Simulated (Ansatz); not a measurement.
# C: competing structures

All numbers below come from DFT PBE, scalar-relativistic, plane waves, PAW (Ansatz). Settings: cutoff 420 eV, Γ-centred meshes no coarser than 0.19 Å⁻¹ for metals and 0.3 Å⁻¹ for insulators (2π included), Gaussian smearing.

These are static lattice energies at zero pressure. The comparison covers the computed candidates alone. For metals, differences of a few meV/atom aren't resolved. Weakly bound directions are ill-defined at this level, which has no dispersion term (C Fmmm, C P6_3/mmc, C R-3m, C P-3m1, C P6/mmm). No run is spin-polarised.

| # | started from | space group | atoms | V (Å³/atom) | ΔE (meV/atom) | gap on mesh (eV) | rattle test |
| --- | --- | --- | --- | --- | --- | --- | --- |
| 1 | database cell | Fmmm (No. 69) | 2 | 11.3 | 0 | 1.01 | - |
| 2 | database cell | P6_3/mmc (No. 194) | 4 | 11.2 | 1 | 0.00 | - |
| 3 | database cell | R-3m (No. 166) | 2 | 11.1 | 1 | 0.14 | - |
| 4 | database cell | R-3m (No. 166) | 8 | 11.8 | 1 | 0.00 | - |
| 5 | database cell | R-3m (No. 166) | 4 | 11.3 | 1 | 0.06 | - |
| 6 | database cell | R-3m (No. 166) | 4 | 14.4 | 2 | 0.00 | - |
| 7 | database cell | P-3m1 (No. 164) | 4 | 31.8 | 2 | 0.00 | - |
| 8 | database cell | P6_3/mmc (No. 194) | 12 | 12.7 | 2 | 0.00 | - |
| 9 | database cell | P6/mmm (No. 191) | 2 | 22.4 | 2 | 0.00 | - |
| 10 | sites of a reported Bi cell, changed | C2/m (No. 12) | 2 | 11.2 | 3 | 0.12 | - |
| 11 | database cell | Fd-3m (No. 227) | 2 | 5.7 | 137 | 4.15 | - |
| 12 | database cell | P6_3/mmc (No. 194) | 16 | 5.7 | 141 | 4.40 | - |
| 13 | database cell | R-3m (No. 166) | 10 | 5.7 | 144 | 4.49 | - |
| 14 | database cell | P6_3/mmc (No. 194) | 8 | 5.7 | 146 | 4.54 | - |
| 15 | database cell | P6_3/mmc (No. 194) | 4 | 5.7 | 161 | 3.35 | - |
| 16 | database cell | P6/mmm (No. 191) | 10 | 8.5 | 569 | 0.00 | - |
| 17 | a rattled cell | Pmm2 (No. 25) | 8 | 6.3 | 604 | 1.96 | - |
| 18 | database cell | Im-3m (No. 229) | 8 | 7.2 | 763 | 3.12 | - |
| 19 | a rattled cell | P1 (No. 1) | 8 | 6.6 | 934 | 2.13 | - |
| 20 | a rattled cell | P1 (No. 1) | 8 | 7.7 | 937 | 0.47 | - |
| 21 | a random cell | C2/m (No. 12) | 1 | 23.1 | 958 | 1.22 | - |
| 22 | a random cell | C2/m (No. 12) | 1 | 21.4 | 971 | 0.00 | - |
| 23 | trigonal selenium type, changed | P6/mmm (No. 191) | 1 | 21.2 | 971 | 0.00 | falls lower |
| 24 | a rattled cell | P1 (No. 1) | 4 | 20.2 | 1000 | 0.51 | - |

14 further structures lie higher and aren't listed.

The first two are tied within the noise. The first: Space group Fmmm (No. 69), orthorhombic, a = 2.466 Å, b = 4.272 Å, c = 8.597 Å. Around C lie 3 C at 1.42 Å.

Space group Fmmm (No. 69). a = 2.466 Å, b = 4.272 Å, c = 8.597 Å, α = 90.00°, β = 90.00°, γ = 90.00°
| atom | site | symmetry | x | y | z |
| --- | --- | --- | --- | --- | --- |
| C | 8h | m2m | 0.5000 | 0.6667 | 0.0000 |

The second: Space group P6_3/mmc (No. 194), hexagonal, a = 2.467 Å, c = 8.530 Å. C on Wyckoff site b (2 atoms of the primitive cell) has 3 C at 1.42 Å; around C on Wyckoff site c (2 atoms of the primitive cell) lie 3 C at 1.42 Å.